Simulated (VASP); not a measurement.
# Ta in VASP: notebook

The runs below take Ta through relaxation of the atoms, atomic charges, with PBE.

Everything below comes from runs of VASP 6.6.1. Logs are shortened: lines on timing, memory, paths and dates and some standing lists are left out, and cuts for length are marked.

## 1. The structure

The cell holds a slab with vacuum, 16 atoms: a = 4.695 Å, b = 4.695 Å, c = 28.376 Å, α = 90.00°, β = 90.00°, γ = 120.00°.

The cell was built by a generator and needn't be a form met in nature.

## 2. Relaxation of the atoms, PBE

Contents of INCAR:

```
PREC     = Accurate       # precision mode
ENCUT    = 520            # plane-wave cutoff, eV
EDIFF    = 1E-6           # SCF threshold, eV
ISMEAR   = 1              # smearing method
SIGMA    = 0.1            # smearing width, eV
LREAL    = False          # projectors in reciprocal space
LASPH    = True           # aspherical terms in the spheres
NELM     = 60             # most SCF steps
ALGO     = Fast           # electronic algorithm
ISIF     = 2              # what is computed and relaxed
LWAVE    = False          # write WAVECAR
LCHARG   = False          # write CHGCAR
GGA      = PE             # functional
IBRION   = 2              # ionic algorithm
NSW      = 40             # ionic steps
EDIFFG   = -0.02          # ionic threshold
KPAR     = 2
```

Contents of KPOINTS:

```
Automatic mesh
0
Gamma
  10 10 1
```

Contents of POSCAR:

```
Ta
1.0
    4.6951890271      0.0000000000      0.0000000000
   -2.3475945135      4.0661529730      0.0000000000
    0.0000000000      0.0000000000     28.3760217028
Ta
16
Direct
    0.0000000000      0.0000000000      0.2466871527
    0.6666666667      0.3333333333      0.2804621990
    0.3333333333      0.6666666667      0.3142372453
    0.0000000000      0.0000000000      0.3480122916
    0.6666666667      0.3333333333      0.3817873379
    0.3333333333      0.6666666667      0.4155623842
    0.0000000000      0.0000000000      0.4493374305
    0.6666666667      0.3333333333      0.4831124768
    0.3333333333      0.6666666667      0.5168875232
    0.0000000000      0.0000000000      0.5506625695
    0.6666666667      0.3333333333      0.5844376158
    0.3333333333      0.6666666667      0.6182126621
    0.0000000000      0.0000000000      0.6519877084
    0.6666666667      0.3333333333      0.6857627547
    0.3333333333      0.6666666667      0.7195378010
    0.0000000000      0.0000000000      0.7533128473
```

Potentials or basis: VASP PAW PBE potentials, release 64 (Ta_pv).

On the command line:

```
$ cat potpaw_PBE.64/Ta_pv/POTCAR > POTCAR
$ mpirun -np 2 vasp_std > vasp.out
```

OUTCAR:

```text
PREC = Accurate
   ENCUT = 520
   EDIFF = 1E-6
   ISMEAR = 1
   LREAL = False
   LASPH = True
   NELM = 60
   ISIF = 2
   GGA = PE
   IBRION = 2
   NSW = 40
   EDIFFG = -0.02

 ion  position               nearest neighbor table
   1  0.000  0.000  0.247-   2 2.88   4 2.88   2 2.88   2 2.88   3 3.32   3 3.32   3 3.32
   2  0.667  0.333  0.280-   3 2.88   1 2.88   3 2.88   5 2.88   1 2.88   1 2.88   3 2.88   4 3.32
                             4 3.32   4 3.32
   3  0.333  0.667  0.314-   2 2.88   4 2.88   2 2.88   6 2.88   4 2.88   4 2.88   2 2.88   5 3.32
                             1 3.32   5 3.32   1 3.32   1 3.32   5 3.32
   4  0.000  0.000  0.348-   3 2.88   5 2.88   1 2.88   7 2.88   3 2.88   5 2.88   5 2.88   3 2.88
                             6 3.32   2 3.32   6 3.32   2 3.32   2 3.32   6 3.32
   5  0.667  0.333  0.382-   6 2.88   4 2.88   6 2.88   8 2.88   2 2.88   4 2.88   4 2.88   6 2.88
                             3 3.32   7 3.32   3 3.32   7 3.32   7 3.32   3 3.32
   6  0.333  0.667  0.416-   5 2.88   7 2.88   5 2.88   3 2.88   7 2.88   7 2.88   5 2.88   9 2.88
                             8 3.32   4 3.32   8 3.32   4 3.32   4 3.32   8 3.32
   7  0.000  0.000  0.449-   6 2.88   8 2.88   4 2.88   6 2.88   8 2.88   8 2.88   6 2.88  10 2.88
                             5 3.32   5 3.32   5 3.32   9 3.32   9 3.32   9 3.32
   8  0.667  0.333  0.483-   7 2.88   5 2.88   7 2.88   7 2.88   9 2.88   9 2.88   9 2.88  11 2.88
                             6 3.32   6 3.32   6 3.32  10 3.32  10 3.32  10 3.32
   9  0.333  0.667  0.517-  10 2.88  12 2.88  10 2.88  10 2.88   8 2.88   8 2.88   8 2.88   6 2.88
                            11 3.32  11 3.32  11 3.32   7 3.32   7 3.32   7 3.32
  10  0.000  0.000  0.551-   9 2.88  11 2.88  13 2.88   9 2.88  11 2.88  11 2.88   9 2.88   7 2.88
                            12 3.32  12 3.32  12 3.32   8 3.32   8 3.32   8 3.32
  11  0.667  0.333  0.584-  12 2.88  10 2.88  12 2.88  14 2.88  10 2.88  10 2.88  12 2.88   8 2.88
                             9 3.32  13 3.32   9 3.32  13 3.32  13 3.32   9 3.32
  12  0.333  0.667  0.618-  11 2.88  13 2.88  11 2.88  15 2.88   9 2.88  13 2.88  13 2.88  11 2.88
                            14 3.32  10 3.32  14 3.32  10 3.32  10 3.32  14 3.32
  13  0.000  0.000  0.652-  12 2.88  14 2.88  10 2.88  16 2.88  12 2.88  14 2.88  14 2.88  12 2.88
                            15 3.32  11 3.32  15 3.32  11 3.32  11 3.32  15 3.32
  14  0.667  0.333  0.686-  15 2.88  13 2.88  15 2.88  11 2.88  13 2.88  13 2.88  15 2.88  12 3.32
                            16 3.32  12 3.32  16 3.32  16 3.32  12 3.32
  15  0.333  0.667  0.720-  14 2.88  16 2.88  14 2.88  12 2.88  16 2.88  16 2.88  14 2.88  13 3.32
                            13 3.32  13 3.32
  16  0.000  0.000  0.753-  15 2.88  13 2.88  15 2.88  15 2.88  14 3.32  14 3.32  14 3.32

  LATTYP: Found a hexagonal cell.
 ALAT       =     4.6951890271
 C/A-ratio  =     6.0436377618

  Lattice vectors:

 A1 = (   4.6951890271,   0.0000000000,   0.0000000000)
 A2 = (  -2.3475945135,   4.0661529730,   0.0000000000)
 A3 = (   0.0000000000,   0.0000000000,  28.3760217028)

Analysis of symmetry for initial positions (statically):
=====================================================================
[... 181 lines left out ...]

--------------------------------------- Ionic step        1  -------------------------------------------

 number of electron     175.9999974 magnetization

 Free energy of the ion-electron system (eV)
  ---------------------------------------------------
  ext. energy  EPLUGINS =         0.00000000
  ---------------------------------------------------
  free energy    TOTEN  =      -181.64688053 eV

  energy without entropy =     -181.64151166  energy(sigma->0) =     -181.64509091

------------------------ aborting loop because EDIFF is reached ----------------------------------------

  FORCE on cell =-STRESS in cart. coord.  units (eV):
  Direction    XX          YY          ZZ          XY          YZ          ZX
  --------------------------------------------------------------------------------------
  -------------------------------------------------------------------------------------
  Total      -10.4640235    -10.4640235    -11.0260222     -0.0000000      0.0000000      0.0000000
  in kB      -30.9471733    -30.9471733    -32.6092750     -0.0000000      0.0000000      0.0000000
  external PRESSURE =     -31.5012072 kB  Pullay stress =       0.0000000 kB
[... 131 lines left out ...]
  FREE ENERGIE OF THE ION-ELECTRON SYSTEM (eV)
  ---------------------------------------------------
  free  energy   TOTEN  =      -182.3584136871 eV

  energy  without entropy=     -182.3640972177  energy(sigma->0) =     -182.36030820

[... ionic steps 4 to 11 ...]

--------------------------------------- Ionic step       12  -------------------------------------------

 number of electron     175.9999970 magnetization

------------------------ aborting loop because EDIFF is reached ----------------------------------------
[... 95 lines left out ...]
--------------------------------------- Ionic step       14  -------------------------------------------

 number of electron     175.9999971 magnetization

 Free energy of the ion-electron system (eV)
  ---------------------------------------------------
  ext. energy  EPLUGINS =         0.00000000
  ---------------------------------------------------
  free energy    TOTEN  =      -182.49514017 eV

  energy without entropy =     -182.50516010  energy(sigma->0) =     -182.49848015

 E-fermi :   1.2125     XC(G=0):  -7.4976

 val. band max:        1.2083984834   @ k =   0.3000   0.2000   0.0000
 cond. band min:       1.2205403526   @ k =   0.2000   0.2000   0.0000
 fundamental gap:      0.0121418691
 Fermi energy:         1.2124503141

 k-point     1 :       0.0000    0.0000    0.0000
  band No.  band energies     occupation
      1     -33.2480      2.00000
      2     -33.2436      2.00000
      3     -33.0459      2.00000
      4     -33.0459      2.00000
      5     -33.0459      2.00000
      6     -33.0459      2.00000
[... 1431 lines left out ...]
     99       2.8673     -0.00000
    100       2.9248     -0.00000
 [bands above 100 left out]

------------------------ aborting loop because EDIFF is reached ----------------------------------------

  FORCE on cell =-STRESS in cart. coord.  units (eV):
  Direction    XX          YY          ZZ          XY          YZ          ZX
  --------------------------------------------------------------------------------------
  -------------------------------------------------------------------------------------
  Total       -3.3363135     -3.3363135     -0.4905505     -0.0000000      0.0000000     -0.0000000
  in kB       -9.8670911     -9.8670911     -1.4507949     -0.0000000      0.0000000     -0.0000000
  external PRESSURE =      -7.0616590 kB  Pullay stress =       0.0000000 kB
[... 31 lines left out ...]
  FREE ENERGIE OF THE ION-ELECTRON SYSTEM (eV)
  ---------------------------------------------------
  free  energy   TOTEN  =      -182.4951401750 eV

  energy  without entropy=     -182.5051601042  energy(sigma->0) =     -182.49848015

 reached required accuracy - stopping structural energy minimisation
```

OSZICAR:

```text
N       E                     dE             d eps       ncg     rms          rms(c)
DAV:   1     0.176144065638E+04    0.17614E+04   -0.99414E+04  3620   0.158E+03
DAV:   2    -0.102426791401E+03   -0.18639E+04   -0.18184E+04  3306   0.451E+02
DAV:   3    -0.194016263881E+03   -0.91589E+02   -0.86326E+02  3840   0.814E+01
[... 214 lines left out ...]
RMM:   6    -0.182495135296E+03    0.16422E-04   -0.21401E-04  3579   0.516E-02    0.194E-02
RMM:   7    -0.182495138479E+03   -0.31829E-05   -0.74976E-05  3666   0.277E-02    0.102E-02
RMM:   8    -0.182495138530E+03   -0.50473E-07   -0.23999E-05  3377   0.145E-02    0.469E-03
RMM:   9    -0.182495139610E+03   -0.10804E-05   -0.85416E-06  2647   0.765E-03    0.233E-03
RMM:  10    -0.182495140175E+03   -0.56497E-06   -0.21278E-06  1845   0.362E-03
  14 F= -.18249514E+03 E0= -.18249848E+03  d E =-.124954E-02
```

Wall time 2.3 h (2 MPI ranks of Intel Xeon Platinum 8488C (Sapphire Rapids), shared host); peak memory 0.96 GiB.

Results:

```yaml
Free_energy: -182.4951 eV
Energy_gained_by_relaxing: 53.0 meV/atom
Ionic_steps: 14
Largest_force_after_relaxing: 0.018 eV/Å
Band_gap_on_the_k_mesh: none (metal or under the smearing width)
```

Forces on the atoms (eV/Å):
```
Ta   0.000  0.000 -0.002
Ta   0.000  0.000  0.015
Ta   0.000  0.000  0.012
Ta   0.000  0.000  0.010
Ta   0.000  0.000 -0.001
Ta   0.000  0.000 -0.002
Ta   0.000  0.000 -0.004
Ta   0.000  0.000  0.018
Ta   0.000  0.000 -0.018
Ta   0.000  0.000  0.004
Ta   0.000  0.000  0.002
Ta   0.000  0.000  0.001
Ta   0.000  0.000 -0.010
Ta   0.000  0.000 -0.012
Ta   0.000  0.000 -0.015
Ta   0.000  0.000  0.002
```

Step by step:
```csv
step,energy change (eV),largest force (eV/Å),pressure (GPa)
1,0.0000,2.0596,-3.15
2,-0.5097,1.2927,-2.52
3,-0.7115,0.8853,-1.55
4,-0.7971,0.4085,-1.44
5,-0.8072,0.2570,-1.36
6,-0.8273,0.1613,-1.37
7,-0.8308,0.1816,-1.36
8,-0.8368,0.1015,-1.23
9,-0.8376,0.1349,-1.16
10,-0.8419,0.0813,-1.06
11,-0.8432,0.1282,-0.98
12,-0.8465,0.0436,-0.85
13,-0.8470,0.0782,-0.79
14,-0.8483,0.0182,-0.71
```

Final structure:
```
Ta
1.0
     4.69519    0.00000    0.00000
    -2.34759    4.06615    0.00000
     0.00000    0.00000   28.37602
Ta
16
Direct
  0.00000 0.00000 0.25774
  0.66667 0.33333 0.28259
  0.33333 0.66667 0.31053
  0.00000 0.00000 0.35004
  0.66667 0.33333 0.38158
  0.33333 0.66667 0.41440
  0.00000 0.00000 0.44904
  0.66667 0.33333 0.48234
  0.33333 0.66667 0.51766
  0.00000 0.00000 0.55096
  0.66667 0.33333 0.58560
  0.33333 0.66667 0.61842
  0.00000 0.00000 0.64996
  0.66667 0.33333 0.68947
  0.33333 0.66667 0.71741
  0.00000 0.00000 0.74226
```

## 3. Atomic charges, PBE

Contents of INCAR:

```
SYSTEM = Ta
PREC     = Accurate       ! precision mode
ENCUT    = 520            ! plane-wave cutoff, eV
EDIFF    = 1E-7           ! SCF threshold, eV
ISMEAR   = 1              ! smearing method
SIGMA    = 0.1            ! smearing width, eV
LREAL    = .FALSE.        ! projectors in reciprocal space
LASPH    = .TRUE.         ! aspherical terms in the spheres
NELM     = 60             ! most SCF steps
ALGO     = Fast           ! electronic algorithm
ISIF     = 2              ! what is computed and relaxed
LWAVE    = .FALSE.        ! write WAVECAR
LCHARG   = .FALSE.        ! write CHGCAR
GGA      = PE             ! functional
LORBIT   = 11             ! projections on sites
KPAR     = 2
```

Contents of KPOINTS:

```
regular mesh
0
G
  10 10 1
  0 0 0
```

Contents of POSCAR:

```
Ta                                      
1.0
    4.6951890271      0.0000000000      0.0000000000
   -2.3475945135      4.0661529730      0.0000000000
    0.0000000000      0.0000000000     28.3760217028
  Ta            
    16
Direct
     0.0000000000000000    0.0000000000000000    0.2577378229201752
     0.6666666667000030    0.3333333332999970    0.2825938206238525
     0.3333333332999970    0.6666666667000030    0.3105279115237852
     0.0000000000000000    0.0000000000000000    0.3500419361243005
     0.6666666667000030    0.3333333332999970    0.3815792716891345
     0.3333333332999970    0.6666666667000030    0.4144041569205442
     0.0000000000000000    0.0000000000000000    0.4490366599964589
     0.6666666667000030    0.3333333332999970    0.4823422430283336
     0.3333333332999970    0.6666666667000030    0.5176577569716664
     0.0000000000000000    0.0000000000000000    0.5509633400035412
     0.6666666667000030    0.3333333332999970    0.5855958430794558
     0.3333333332999970    0.6666666667000030    0.6184207283108656
     0.0000000000000000    0.0000000000000000    0.6499580638756999
     0.6666666667000030    0.3333333332999970    0.6894720884762150
     0.3333333332999970    0.6666666667000030    0.7174061793761476
     0.0000000000000000    1.0000000000000000    0.7422621770798249
```

Potentials or basis: VASP PAW PBE potentials, release 64 (Ta_pv).

On the command line:

```
$ cat potpaw_PBE.64/Ta_pv/POTCAR > POTCAR
$ mpirun -np 2 vasp_std > vasp.out
```

It took 22 min on 2 MPI ranks of Intel Xeon Platinum 8488C (Sapphire Rapids), shared host; peak memory 0.93 GiB.

Results (log left out):

```yaml
Free_energy: -182.4951 eV
Largest_force: 0.019 eV/Å
Band_gap_on_the_k_mesh: none (metal or under the smearing width)
Valence_electrons_inside_the_program's_atomic_spheres: Ta 8.90, 8.99, 8.84, 8.97, 8.95, 8.88, 8.91, 8.89
```

Forces in eV/Å, atoms in the order of the input:
```
Ta   0.000  0.000 -0.001
Ta   0.000  0.000  0.016
Ta   0.000  0.000  0.012
Ta   0.000  0.000  0.010
Ta   0.000  0.000 -0.001
Ta   0.000  0.000 -0.002
Ta   0.000  0.000 -0.004
Ta   0.000  0.000  0.019
Ta   0.000  0.000 -0.019
Ta   0.000  0.000  0.004
Ta   0.000  0.000  0.002
Ta   0.000  0.000  0.001
Ta   0.000  0.000 -0.010
Ta   0.000  0.000 -0.012
Ta   0.000  0.000 -0.016
Ta   0.000  0.000  0.001
```

Levels at points of the mesh, in eV from the Fermi level:
```
           k point  band 85  band 86  band 87  band 88  band 89  band 90
(0.00, 0.00, 0.00)    -0.39    -0.39    -0.30    -0.10     0.06     0.06
(0.50, 0.00, 0.00)    -0.51    -0.43    -0.35    -0.29    -0.09     0.19
```
